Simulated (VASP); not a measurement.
**NaI: band structure with PBE**

NaI:

```
CELL_PARAMETERS angstrom
0.00000 3.20455 3.20455
3.20455 0.00000 3.20455
3.20455 3.20455 0.00000
ATOMIC_POSITIONS crystal
Na 0.00000 0.00000 0.00000
I 0.50000 0.50000 0.50000
```

```
Program                : VASP 6.6.1
Task                   : band structure
Functional             : PBE
Potentials or basis    : VASP PAW PBE potentials, release 64 (Na_pv, I)
Cutoff                 : 520 eV
k mesh                 : 6 × 6 × 6
Occupations            : gaussian, width 0.03 eV
Spin                   : spin-orbit coupling, no magnetisation
Further INCAR settings : ALGO = Normal; EDIFF = 1e-06; NBANDS = 26
```

```json
{
 "Pressure": "1.0 GPa",
 "Valence electrons inside the program's atomic spheres": "Na 6.02; I 4.36"
}
```

It took 6.1 min on 1 thread of AMD EPYC 9R45 (Zen 5) (shared host), peak memory 0.36 GiB.
